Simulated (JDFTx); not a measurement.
## Tl under changes of volume

One of the cells (28.575 Å³/atom); the others are scaled copies at fixed shape and fractional positions:

```xyz
2
Lattice="3.4560 0.0000 0.0000 -1.7280 2.9930 0.0000 0.0000 0.0000 5.5250" Properties=species:S:1:pos:R:3 pbc="T T T"
Tl    1.7280    0.9977    4.1438
Tl    0.0000    1.9953    1.3813
```

- Program: JDFTx 1.7.0 (patched build)
- Functional: PBE
- Potentials or basis: PseudoDojo-SR-PBE-0.4.1-standard with smoothed tails
- Cutoff: 844 eV
- Density cutoff: 6748 eV
- k mesh: 9 × 9 × 5
- Occupations: fermi-dirac, width 0.05 eV
- Spin: no spin polarisation

| volume (Å³/atom) | energy over the lowest point (meV/atom) | pressure (GPa) |
| --- | --- | --- |
| 26.860 | 75.32 | 6.5 |
| 27.432 | 54.24 | 5.3 |
| 28.003 | ? | ? |
| 28.575 | 23.47 | 3.3 |
| 29.146 | 12.96 | 2.5 |
| 29.718 | 5.24 | 1.8 |
| 30.289 | 0.00 | 1.1 |

**Question.** What does the run at 28.003 Å³/atom give?

**Answer.** Energy over the lowest point 37.10 meV/atom; pressure 4.3 GPa.

Worked out: A Birch-Murnaghan fit of order 3 (a polynomial in V^(-2/3)) to the other rows has no minimum within the range. It gives 37.12 meV/atom at 28.003 Å³/atom, against the run's 37.10, and -dE/dV = 4.3 GPa, against 4.3.

Energies are extrapolated to zero smearing.
